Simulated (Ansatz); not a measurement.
An Ansatz run on a 6-atom cell of MoS2 started from a crystallographic database left the output below. The cell was relaxed with r2SCAN+rVV10 and then strained, so it isn't that functional's minimum.

The cell given to it:
```xyz
6
Lattice="3.1730 0.0000 0.0000 -1.5865 2.7479 0.0000 0.0000 0.0000 12.4359" Properties=species:S:1:pos:R:3 pbc="T T T"
Mo    0.0000    1.8319    3.1090
Mo    1.5865    0.9160    9.3269
S     0.0000    1.8319    7.7712
S     1.5865    0.9160    1.5533
S     0.0000    1.8319   10.8827
S     1.5865    0.9160    4.6647
```

What the program printed (shortened):
```
scf.n_extra_bands = 5 over 26 filled bands (N_el = 52.0): the run solves 31 bands
Pseudopotential: Mo, paw, valence charge 14, recommended cutoff 500 eV
Pseudopotential: S, paw, valence charge 6, recommended cutoff 500 eV
Crystal: 6 atoms, lattice volume = 108.431 Å³
Basis set: ecut = 500 eV, 2763 PW (Γ)
Symmetry: 24 space group operations
Space group: P63/mmc (ITA 194)
k-points: 38 of 288
preconditioner: auto → Resta (q_TF=auto, 2.414 Å⁻¹)  ε∞=7.9  [insulator: Δε(μ)=1.021 eV  ℏωp=21.4 eV]
SCF 1 converged in 7 iterations: F = -13564.301471 eV  dr2 = 1.91e-8
NSCF: frozen V_eff on 7 k-points
Free energy (F): -13564.301471 eV
Fermi energy:    10.599257 eV
--- Forces (eV/Å), atoms counted from 1 ---
  atom   1  Mo      0.00000      0.00000      0.00000
  atom   2  Mo      0.00000      0.00000      0.00000
  atom   3  S       0.00000      0.00000      0.05475
  atom   4  S       0.00000      0.00000      0.05475
  atom   5  S       0.00000      0.00000    -0.05475
  atom   6  S       0.00000      0.00000    -0.05475
--- Stress (GPa, compression-positive) ---
        1.203006       0.000000       0.000000
        0.000000       1.203006       0.000000
        0.000000       0.000000       1.051667
  P = ⅓ Tr σ = 1.1526 GPa (11.526 kbar)
--- Band table (eV; the first three rows and the last of 38) ---
  k-point 0: bands = […, 8.2422, 8.2833, 8.2833, 9.2355, 9.4821, 10.5993, 12.8431, 12.8431, 12.8669, 12.8669, …]
  k-point 1: bands = […, 8.2628, 8.2628, 8.2628, 8.2628, 10.3094, 10.3094, 12.8485, 12.8485, 12.8485, 12.8485, …]
  k-point 2: bands = […, 8.0695, 8.1150, 8.3938, 9.4016, 9.4842, 10.3981, 12.7379, 12.7771, 12.8369, 12.8935, …]
  k-point 37: bands = […, 6.9852, 6.9852, 7.5862, 7.5862, 9.8585, 9.8585, 11.6781, 11.6781, 13.1087, 13.1087, …]
```

Levels at the listed points, from bands.tsv (eV from the Fermi energy, bands near the gap, counted from 0):
```tsv
# k_distance	band_21	band_22	band_23	band_24	band_25	band_26	band_27	band_28	band_29
# fermi_ev = 10.599257
# [0, 0, 0] at k_distance = 0.000000
# [0.5, 0, 0] at k_distance = 1.143264
# [0.3333333333, 0.3333333333, 0] at k_distance = 1.803328
# [0, 0, 0.5] at k_distance = 3.147409
# [0.5, 0, 0.5] at k_distance = 4.290673
# [0.3333333333, 0.3333333333, 0.5] at k_distance = 4.950737
# [0.177083, 0.177083, 0] at k_distance = 5.619127
# levels_relative_to = fermi_ev
0.000	-2.316	-2.316	-1.364	-1.117	0.000	2.244	2.244	2.268	2.268
1.143	-2.620	-1.889	-1.716	-1.435	-1.322	1.684	1.727	2.111	2.344
1.803	-3.913	-2.863	-2.863	-0.804	-0.664	1.078	1.078	2.075	3.034
3.147	-2.337	-2.337	-2.337	-0.290	-0.290	2.249	2.249	2.249	2.249
4.291	-2.738	-1.802	-1.802	-1.371	-1.371	1.704	1.704	2.236	2.236
4.951	-3.614	-3.013	-3.013	-0.741	-0.741	1.079	1.079	2.509	2.509
5.619	-2.856	-1.942	-1.785	-1.569	-1.537	1.032	1.748	1.863	2.045
```
In order the rows are Γ, M, K, A, L, H, Γ–K (0.53).

Question: Reconstruct the input.

Answer:
```yaml
crystal:
  # lattice and atoms as above
kpoints:
  mp_grid: { grid: [12, 12, 2] }
  band_path:
    path:
      - [0.0, 0.0, 0.0]
      - [0.5, 0.0, 0.0]
      - [0.3333333333, 0.3333333333, 0.0]
      - [0.0, 0.0, 0.5]
      - [0.5, 0.0, 0.5]
      - [0.3333333333, 0.3333333333, 0.5]
      - [0.177083, 0.177083, 0.0]
    npoints: 1
hamiltonian:
  xc: r2scan
scf:
  occupations: { method: fixed }
  n_extra_bands: 5
output:
  forces: true
  stress: true
  eigenvalues: true
```
The cutoff of 500 eV is the one that these potentials recommend for a meta-GGA. A single point prints forces and stress when the output block asks for them. Close relatives of this functional can't be ruled out from these lines alone. Keys that only write grids to files are left aside. Keys that aren't typed take their defaults; thresholds and the kind of smearing can't be read off these lines.

Command: `ansatz run input.yaml --threads 4 --pin off --max-ram 4608MiB --backend cpu --events-out ev --progress --plain --runs-dir out`. Wall time 6.1 s on 4 threads of Arm Neoverse V1, with other jobs on the host, load about 0.3 per core; peak host memory 0.67 GiB.

Calculated for a static, non-magnetic cell.

The runs are scalar-relativistic, without spin-orbit coupling.
